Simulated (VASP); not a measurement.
# Ta (Im-3m) in VASP: notebook

The runs below take Ta through relaxation of cell and atoms, with LDA, PBEsol.

All numbers are computed with VASP 6.6.1; they aren't measurements. Logs are shortened: lines on timing, memory, paths and dates and some standing lists are left out, and cuts for length are marked.

**1. Starting point**

Symmetry: Im-3m, No. 229, cubic system. Conventional cell: a = 3.303 Å, b = 3.303 Å, c = 3.303 Å, α = 90.00°, β = 90.00°, γ = 90.00°. Around Ta (site symmetry m-3m) lie 8 Ta at 2.86 Å.

**2. Relaxation of cell and atoms, LDA, target pressure 79.9 GPa, at which the enthalpy is minimised**

File INCAR:

```
SYSTEM = Ta
PREC = Accurate
ENCUT = 600
EDIFF = 1E-6
ISMEAR = -1
SIGMA = 0.05
LREAL = .FALSE.
LASPH = .TRUE.
NELM = 100
ALGO = Fast
ISIF = 3
LWAVE = .FALSE.
LCHARG = .FALSE.
GGA = CA
IBRION = 2
NSW = 40
EDIFFG = -0.005
PSTRESS = 799.0
```

File KPOINTS:

```
regular mesh
0
G
  23 23 23
  0 0 0
```

File POSCAR:

```
Ta
1.0
   -1.6515000000      1.6515000000      1.6515000000
    1.6515000000     -1.6515000000      1.6515000000
    1.6515000000      1.6515000000     -1.6515000000
Ta
1
Direct
    0.0000000000      0.0000000000      0.0000000000
```

Potentials or basis: VASP PAW LDA potentials, release 64 (Ta_pv).

Command:

```
$ cat potpaw_LDA.64/Ta_pv/POTCAR > POTCAR
$ mpirun -np 1 vasp_std > vasp.out
```

OUTCAR:

```text
SYSTEM = Ta
   PREC = Accurate
   ENCUT = 600
   EDIFF = 1E-6
   ISMEAR = -1
   LREAL = .FALSE.
   LASPH = .TRUE.
   NELM = 100
   ISIF = 3
   GGA = CA
   IBRION = 2
   NSW = 40
   EDIFFG = -0.005
   PSTRESS = 799.0

 ion  position               nearest neighbor table
   1  0.000  0.000  0.000-

  LATTYP: Found a body centered cubic cell.
 ALAT       =     3.3030000000

  Lattice vectors:

 A1 = (  -1.6515000000,   1.6515000000,   1.6515000000)
 A2 = (   1.6515000000,  -1.6515000000,   1.6515000000)
 A3 = (   1.6515000000,   1.6515000000,  -1.6515000000)

Analysis of symmetry for initial positions (statically):
=====================================================================
 Subroutine PRICEL returns:
 Original cell was already a primitive cell.

 Routine SETGRP: Setting up the symmetry group for a
 body centered cubic supercell.

 Subroutine GETGRP returns: Found 48 space group operations
 (whereof 48 operations were pure point group operations)
 out of a pool of 48 trial point group operations.

The static configuration has the point symmetry O_h .

Analysis of symmetry for dynamics (positions and initial velocities):
=====================================================================
 Subroutine PRICEL returns:
 Original cell was already a primitive cell.

 Routine SETGRP: Setting up the symmetry group for a
 body centered cubic supercell.

 Subroutine GETGRP returns: Found 48 space group operations
 (whereof 48 operations were pure point group operations)
 out of a pool of 48 trial point group operations.

The dynamic configuration has the point symmetry O_h .

 Subroutine INISYM returns: Found 48 space group operations
 (whereof 48 operations are pure point group operations),
 and found     1 'primitive' translations

----------------------------------------------------------------------------------------

                                     Primitive cell

  volume of cell :      18.0175

  direct lattice vectors                    reciprocal lattice vectors
    -1.651500000  1.651500000  1.651500000     0.000000000  0.302755071  0.302755071
     1.651500000 -1.651500000  1.651500000     0.302755071  0.000000000  0.302755071
     1.651500000  1.651500000 -1.651500000     0.302755071  0.302755071  0.000000000

  length of vectors
     2.860481909  2.860481909  2.860481909     0.428160328  0.428160328  0.428160328

  position of ions in fractional coordinates (direct lattice)
     0.000000000  0.000000000  0.000000000

  ion indices of the primitive-cell ions
   primitive index   ion index
                 1           1

----------------------------------------------------------------------------------------

 KPOINTS: regular mesh

Automatic generation of k-mesh.
 Grid dimensions read from file:
 generate k-points for:   23   23   23

 Generating k-lattice:

  Cartesian coordinates                     Fractional coordinates (reciprocal lattice)
     0.000000000  0.013163264  0.013163264     0.043478261  0.000000000  0.000000000
     0.013163264  0.000000000  0.013163264     0.000000000  0.043478261  0.000000000
     0.013163264  0.013163264  0.000000000     0.000000000  0.000000000  0.043478261

  Length of vectors
     0.018615666  0.018615666  0.018615666

  Shift w.r.t. Gamma in fractional coordinates (k-lattice)
     0.000000000  0.000000000  0.000000000

 Subroutine IBZKPT returns following result:
 ===========================================

 Found    364 irreducible k-points:

 Following reciprocal coordinates:
            Coordinates               Weight
  0.000000  0.000000  0.000000      1.000000
  0.043478  0.000000  0.000000     12.000000
  0.086957  0.000000  0.000000     12.000000
  0.130435  0.000000  0.000000     12.000000
  0.173913  0.000000  0.000000     12.000000
  0.217391  0.000000  0.000000     12.000000
[... 16 lines left out ...]
  0.478261  0.043478  0.000000     24.000000
  0.086957  0.086957  0.000000     24.000000
 [... further k-points ...]
   k-points           NKPTS =    364   k-points in BZ     NKDIM =    364   number of bands    NBANDS=      9
   number of dos      NEDOS =    301   number of ions     NIONS =      1
   total plane-waves  NPLWV =  13824
   dimension x,y,z NGX =    24 NGY =   24 NGZ =   24
   dimension x,y,z NGXF=    48 NGYF=   48 NGZF=   48
   ions per type =               1
   NGX,Y,Z   is equivalent  to a cutoff of  13.95, 13.95, 13.95 a.u.
   NGXF,Y,Z  is equivalent  to a cutoff of  27.90, 27.90, 27.90 a.u.
 SYSTEM =  Ta
   PREC   = accura    normal or accurate (medium, high low for compatibility)
   ISTART =      0    job   : 0-new  1-cont  2-samecut
   ICHARG =      2    charge: 1-file 2-atom 10-const
   ISPIN  =      1    spin polarized calculation?
   LNONCOLLINEAR =      F non collinear calculations
   LSORBIT =      F    spin-orbit coupling
   LASPH  =      T    aspherical Exc in radial PAW
   ENCUT  =  600.0 eV  44.10 Ry    6.64 a.u.   5.71  5.71  5.71*2*pi/ulx,y,z
   NELM   =    100;   NELMIN=  2; NELMDL= -5     # of ELM steps
   EDIFF  = 0.1E-05   stopping-criterion for ELM
   LREAL  =      F    real-space projection
   EDIFFG = -.5E-02   stopping-criterion for IOM
   NSW    =     40    number of steps for IOM
   IBRION =      2    ionic relax: 0-MD 1-quasi-New 2-CG
   NFREE  =      1    steps in history (QN), initial steepest desc. (CG)
   ISIF   =      3    stress and relaxation
   ISYM   =      2    0-nonsym 1-usesym 2-fastsym
   POTIM  = 0.5000    time-step for ionic-motion
   TEBEG  =    0.0;   TEEND  =   0.0 temperature during run
   PSTRESS=  799.0 pullay stress
   NELECT =      11.0000    total number of electrons
   NUPDOWN=      -1.0000    fix difference up-down
   EMIN   =  10.00;   EMAX   =-10.00  energy-range for DOS
   EFERMI =   0.00;   METHOD = LEGACY
   ISMEAR =    -1;   SIGMA  =   0.05  broadening in eV -4-tet -1-fermi 0-gaus
   EFERMI_NEDOS =   21; number of points for ismear=-14 and -15
   IALGO  =     68    algorithm
   IMIX   =      4    mixing-type and parameters
     AMIX     =   0.40;   BMIX     =  1.00
     AMIX_MAG =   1.60;   BMIX_MAG =  1.00
  volume/ion in A,a.u.               =      18.02       121.59
  Fermi-wavevector in a.u.,A,eV,Ry     =   1.388802  2.624456 26.242541  1.928772
  Thomas-Fermi vector in A             =   2.512894
   LORBIT       =      0    0 simple, 1 ext, 2 COOP (PROOUT), +10 PAW based schemes
   GGA     = CA    functional components
   LHFCALC =     F    Hartree Fock is set to
   AEXX    =    0.0000 exact exchange contribution
   IVDW    =     0    specifies the selected vdW correction
   LEPSILON=     F    determine dielectric tensor
   LRPA    =     F    only Hartree local field effects (RPA)
 conjugate gradient relaxation of ions
 non-spin polarized calculation
 RMM-DIIS sequential band-by-band and
  energy-cutoff  :      600.00
  volume of cell :       18.02
 maximum number of plane-waves:       617
   NGX = 11   NGY = 11   NGZ = 11

--------------------------------------- Ionic step        1  -------------------------------------------

 number of electron      11.0000002 magnetization

 Free energy of the ion-electron system (eV)
  ---------------------------------------------------
  ext. energy  EPLUGINS =         0.00000000
  ---------------------------------------------------
  free energy    TOTEN  =       -12.81360967 eV

  energy without entropy =      -12.80285182  energy(sigma->0) =      -12.80823075

------------------------ aborting loop because EDIFF is reached ----------------------------------------

  FORCE on cell =-STRESS in cart. coord.  units (eV):
  Direction    XX          YY          ZZ          XY          YZ          ZX
  --------------------------------------------------------------------------------------
  -------------------------------------------------------------------------------------
  Total       -0.9227253     -0.9227253     -0.9227253     -0.0000000      0.0000000     -0.0000000
  in kB      -82.0516480    -82.0516480    -82.0516480     -0.0000000      0.0000000     -0.0000000
  external PRESSURE =    -881.0516480 kB  Pullay stress =     799.0000000 kB
[... 22 lines left out ...]
  enthalpy is  TOTEN    =        -3.8283233160 eV   P V=        8.9852863548

--------------------------------------- Ionic step        2  -------------------------------------------

 number of electron      11.0000000 magnetization

 E-fermi :  42.5492     XC(G=0): -25.8650

 val. band max:       42.5287860015   @ k =  -0.2609   0.3043   0.1304
 cond. band min:      42.5544851851   @ k =  -0.3913  -0.4783   0.1739
 fundamental gap:      0.0256991835
 Fermi energy:        42.5492064589

 k-point     1 :       0.0000    0.0000    0.0000
  band No.  band energies     occupation
      1      14.0149      2.00000
      2      14.0149      2.00000
      3      14.0149      2.00000
      4      35.7749      2.00000
      5      35.7749      2.00000
      6      35.7749      2.00000
      7      45.6403      0.00000
      8      45.6403      0.00000
      9      68.1072      0.00000
[... 341 lines left out ...]
  FREE ENERGIE OF THE ION-ELECTRON SYSTEM (eV)
  ---------------------------------------------------
  free  energy   TOTEN  =       -12.7966287756 eV

  energy  without entropy=      -12.7862360446  energy(sigma->0) =      -12.79143241

  enthalpy is  TOTEN    =        -4.1394037651 eV   P V=        8.6572250104

[... ionic steps 4 to 7 ...]

--------------------------------------- Ionic step        8  -------------------------------------------

 number of electron      11.0000000 magnetization

------------------------ aborting loop because EDIFF is reached ----------------------------------------

  FORCE on cell =-STRESS in cart. coord.  units (eV):
  Direction    XX          YY          ZZ          XY          YZ          ZX
  --------------------------------------------------------------------------------------
  -------------------------------------------------------------------------------------
  Total        7.0111638      7.0111638      7.0111638      0.0000000     -0.0000000      0.0000000
  in kB      826.5899659    826.5899659    826.5899659      0.0000000     -0.0000000      0.0000000
  external PRESSURE =      27.5899659 kB  Pullay stress =     799.0000000 kB
[... 59 lines left out ...]
  enthalpy is  TOTEN    =        -5.2634806246 eV   P V=        6.9712145503

--------------------------------------- Ionic step       10  -------------------------------------------

 number of electron      11.0000000 magnetization

 Free energy of the ion-electron system (eV)
  ---------------------------------------------------
  ext. energy  EPLUGINS =         0.00000000
  ---------------------------------------------------
  free energy    TOTEN  =       -12.08913047 eV

  energy without entropy =      -12.08234630  energy(sigma->0) =      -12.08573838

 E-fermi :   7.9810     XC(G=0): -14.2608

 val. band max:        7.9700638849   @ k =   0.1739   0.0000   0.0000
 cond. band min:       7.9930876809   @ k =  -0.1739   0.1739   0.0435
 fundamental gap:      0.0230237960
 Fermi energy:         7.9810259730

 k-point     1 :       0.0000    0.0000    0.0000
  band No.  band energies     occupation
      1     -23.8440      2.00000
      2     -23.8440      2.00000
      3     -23.8440      2.00000
      4      -0.7861      2.00000
      5       8.4873      0.00008
      6       8.4873      0.00008
      7       8.4873      0.00008
      8      12.8273      0.00000
      9      12.8273      0.00000
[... 304 lines left out ...]
  FREE ENERGIE OF THE ION-ELECTRON SYSTEM (eV)
  ---------------------------------------------------
  free  energy   TOTEN  =       -12.0891304655 eV

  energy  without entropy=      -12.0823462994  energy(sigma->0) =      -12.08573838

  enthalpy is  TOTEN    =        -5.2744163763 eV   P V=        6.8147140892

 reached required accuracy - stopping structural energy minimisation
```

Run time: 5.7 min. Hardware: 1 thread of Intel Xeon Platinum 8488C (Sapphire Rapids), shared host; peak memory 0.27 GiB.

Results:

```yaml
Free_energy: -12.0891 eV
Relaxed_volume: 13.67 Å³/atom
Relaxed_cell: a = 2.609 Å, b = 2.609 Å, c = 2.609 Å, α = 109.47°, β = 109.47°, γ = 109.47°
Space_group_after_relaxing_to_0.05_Å: Im-3m (No. 229)
Energy_change_on_relaxing_the_enthalpy_is_what_falls: +724.5 meV/atom
Ionic_steps: 10
Pressure_after_relaxing: 79.9 GPa
Band_gap_on_the_k_mesh: none (metal or under the smearing width)
```

The path:
| step | energy change (eV) | largest force (eV/Å) | pressure (GPa) | volume (Å³) |
| --- | --- | --- | --- | --- |
| 1 | 0.0000 | 0.0000 | -8.21 | 18.02 |
| 2 | 194.5192 | 0.0000 | 23488.40 | 2.56 |
| 3 | 0.0170 | 0.0000 | -0.66 | 17.36 |
| 4 | -0.0092 | 0.0000 | 6.60 | 16.81 |
| 5 | 1.0160 | 0.0000 | 100.56 | 13.15 |
| 6 | 0.6767 | 0.0000 | 76.39 | 13.76 |
| 7 | 0.7227 | 0.0000 | 79.73 | 13.67 |
| 8 | 0.7627 | 0.0000 | 82.66 | 13.59 |
| 9 | 0.5789 | 0.0000 | 68.95 | 13.98 |
| 10 | 0.7245 | 0.0000 | 79.87 | 13.67 |

Final structure:
```
CELL_PARAMETERS angstrom
-1.50609 1.50609 1.50609
1.50609 -1.50609 1.50609
1.50609 1.50609 -1.50609
ATOMIC_POSITIONS crystal
Ta 0.00000 0.00000 0.00000
```

Levels at points of the mesh, in eV from the Fermi level:
| k point | band 1 | band 2 | band 3 | band 4 | band 5 | band 6 | band 7 | band 8 | band 9 |
| --- | --- | --- | --- | --- | --- | --- | --- | --- | --- |
| (0.00, 0.00, 0.00) | -31.83 | -31.83 | -31.83 | -8.77 | 0.51 | 0.51 | 0.51 | 4.85 | 4.85 |

Caveat: the cell is relaxed towards a set pressure, so the enthalpy falls and the energy may rise; the volume moved by over 15 % at a fixed basis, so the end points are rough. Spin-orbit coupling is left out, which matters for the levels of Ta.

**3. Relaxation of cell and atoms, PBEsol**

File INCAR:

```
SYSTEM = Ta
ALGO = Normal
EDIFF = 1E-6
EDIFFG = -0.005
ENCUT = 600
GGA = PS
IBRION = 2
ISIF = 3
ISMEAR = -1
LASPH = .TRUE.
LCHARG = .FALSE.
LREAL = .FALSE.
LWAVE = .FALSE.
NELM = 100
NSW = 60
PREC = Accurate
PSTRESS = 0
SIGMA = 0.05
```

File KPOINTS:

```
k-points
0
G
  23 23 23
  0 0 0
```

POSCAR is that of step 2.

Potentials or basis: VASP PAW PBE potentials, release 64 (Ta_pv).

Command:

```
$ cat potpaw_PBE.64/Ta_pv/POTCAR > POTCAR
$ mpirun -np 1 vasp_std > vasp.out
```

Run time: 37 s. Hardware: 1 thread of Intel Xeon 6975P-C (Granite Rapids), shared host; peak memory 0.21 GiB.

The run converged. Its results:

```yaml
Free_energy: -12.5569 eV
Relaxed_volume: 17.69 Å³/atom
Relaxed_cell: a = 2.843 Å, b = 2.843 Å, c = 2.843 Å, α = 109.47°, β = 109.47°, γ = 109.47°
Space_group_after_relaxing_to_0.05_Å: Im-3m (No. 229)
Energy_gained_by_relaxing: 3.8 meV/atom
Ionic_steps: 4
Pressure_after_relaxing: 0.0 GPa
Band_gap_on_the_k_mesh: none (metal or under the smearing width)
```

The path:
| step | energy change (eV) | largest force (eV/Å) | pressure (GPa) | volume (Å³) |
| --- | --- | --- | --- | --- |
| 1 | 0.0000 | 0.0000 | -3.69 | 18.02 |
| 2 | 0.0179 | 0.0000 | 9.74 | 16.96 |
| 3 | -0.0038 | 0.0000 | -0.06 | 17.70 |
| 4 | -0.0038 | 0.0000 | 0.02 | 17.69 |

Final structure:
```cif
data_structure
_symmetry_space_group_name_H-M 'P 1'
_symmetry_Int_Tables_number 1
_cell_length_a 2.8432
_cell_length_b 2.8432
_cell_length_c 2.8432
_cell_angle_alpha 109.471
_cell_angle_beta 109.471
_cell_angle_gamma 109.471
_cell_volume 17.69
loop_
_atom_site_label
_atom_site_type_symbol
_atom_site_fract_x
_atom_site_fract_y
_atom_site_fract_z
_atom_site_occupancy
Ta1 Ta 0.00000 0.00000 0.00000 1
```

Levels at points of the mesh, in eV from the Fermi level:
```csv
k point,band 4,band 5,band 6,band 7,band 8,band 9
"(0.00, 0.00, 0.00)",-7.98,0.73,0.73,0.73,4.07,4.07
```

Caveat: the PAW data sets were made with another functional, which shifts forces and pressure a little.

**4. Relaxation of cell and atoms, PBEsol, target pressure 10.6 GPa, at which the enthalpy is minimised**

INCAR, as its differences from that of step 3:

```diff
@@ -16,3 +16,3 @@
 PREC = Accurate
-PSTRESS = 0
+PSTRESS = 106.0
 SIGMA = 0.05
```

KPOINTS is that of step 3.

POSCAR is that of step 3.

Command:

```
$ cat potpaw_PBE.64/Ta_pv/POTCAR > POTCAR
$ mpirun -np 1 vasp_std > vasp.out
```

Run time: 60 s. Hardware: 1 thread of Intel Xeon 6975P-C (Granite Rapids), shared host; peak memory 0.22 GiB.

It converged, with:

```
Free energy                                            : -12.5313 eV
Relaxed volume                                         : 16.89 Å³/atom
Relaxed cell                                           : a = 2.800 Å, b = 2.800 Å, c = 2.800 Å, α = 109.47°, β = 109.47°, γ = 109.47°
Space group after relaxing (to 0.05 Å)                 : Im-3m (No. 229)
Energy change on relaxing (the enthalpy is what falls) : +21.8 meV/atom
Ionic steps                                            : 7
Pressure after relaxing                                : 10.6 GPa
Band gap on the k mesh                                 : none (metal or under the smearing width)
```

The path:
```
step  energy change (eV)  largest force (eV/Å)  pressure (GPa)  volume (Å³)
   1              0.0000                0.0000           -3.69        18.02
   2              0.6502                0.0000           70.55        14.14
   3              0.0178                0.0000            9.68        16.96
   4              0.0212                0.0000           10.46        16.90
   5              0.0226                0.0000           10.76        16.88
   6              0.0202                0.0000           10.29        16.92
   7              0.0218                0.0000           10.58        16.89
```

Final structure:
```cif
data_structure
_symmetry_space_group_name_H-M 'P 1'
_symmetry_Int_Tables_number 1
_cell_length_a 2.7998
_cell_length_b 2.7998
_cell_length_c 2.7998
_cell_angle_alpha 109.471
_cell_angle_beta 109.471
_cell_angle_gamma 109.471
_cell_volume 16.89
loop_
_atom_site_label
_atom_site_type_symbol
_atom_site_fract_x
_atom_site_fract_y
_atom_site_fract_z
_atom_site_occupancy
Ta1 Ta 0.00000 0.00000 0.00000 1
```

Levels at points of the mesh, in eV from the Fermi level:
| k point | band 3 | band 4 | band 5 | band 6 | band 7 | band 8 | band 9 |
| --- | --- | --- | --- | --- | --- | --- | --- |
| (0.00, 0.00, 0.00) | -32.75 | -8.16 | 0.73 | 0.73 | 0.73 | 4.23 | 4.23 |

Caveat: the cell is relaxed towards a set pressure, so the enthalpy falls and the energy may rise; the PAW data sets were made with another functional, which shifts forces and pressure a little.

(Part 1 of 2 ends here.)
